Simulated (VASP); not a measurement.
Set up this calculation in VASP 6.6.1, as the native input.

- Task: relaxation of cell and atoms
- Functional: PBEsol
- Potentials or basis: VASP PAW PBE potentials, release 64 (Au)
- Cutoff: 600 eV
- k mesh: 16 × 16 × 16
- Occupations: methfessel-paxton, width 0.1 eV
- Spin: no spin polarisation
- Further INCAR settings: ALGO = Normal; EDIFF = 1e-06; IBRION = 2; EDIFFG = -0.01; NSW = 90; ISIF = 3

The structure of Au lies in POSCAR:

```
Au
1.0
    0.0000000000      2.0350000000      2.0350000000
    2.0350000000      0.0000000000      2.0350000000
    2.0350000000      2.0350000000      0.0000000000
Au
1
Direct
    0.0000000000      0.0000000000      0.0000000000
```

The input as run:

INCAR

```
PREC     = Accurate       # precision mode
ENCUT    = 600            # plane-wave cutoff, eV
EDIFF    = 1E-6           # SCF threshold, eV
ISMEAR   = 1              # smearing method
SIGMA    = 0.1            # smearing width, eV
LREAL    = False          # projectors in reciprocal space
LASPH    = True           # aspherical terms in the spheres
NELM     = 80             # most SCF steps
ALGO     = Normal         # electronic algorithm
ISIF     = 3              # what is computed and relaxed
LWAVE    = False          # write WAVECAR
LCHARG   = False          # write CHGCAR
GGA      = PS             # functional
IBRION   = 2              # ionic algorithm
NSW      = 90             # ionic steps
EDIFFG   = -0.01          # ionic threshold
```

KPOINTS

```
regular mesh
0
Gamma
  16 16 16
```

Potentials or basis: VASP PAW PBE potentials, release 64 (Au).

Launch:

```sh
$ cat potpaw_PBE.64/Au/POTCAR > POTCAR
$ mpirun -np 1 vasp_std > vasp.out
```

Results of the run:

| Property | Result |
| --- | --- |
| Relaxed volume | 17.00 Å³/atom |
| Relaxed cell | a = 2.886 Å, b = 2.886 Å, c = 2.886 Å, α = 60.00°, β = 60.00°, γ = 60.00° |
| Space group after relaxing (to 0.05 Å) | Fm-3m (No. 225) |
| Energy gained by relaxing | 0.7 meV/atom |
| Ionic steps | 3 |
| Pressure after relaxing | 0.0 GPa |
| Band gap on the k mesh | none (metal or under the smearing width) |

Caveat: the PAW data sets were made with another functional, which shifts forces and pressure a little.

It took 22 s on 1 thread of AMD EPYC 9R45 96-Core Processor (Zen 5) (shared host), peak memory 0.14 GiB.
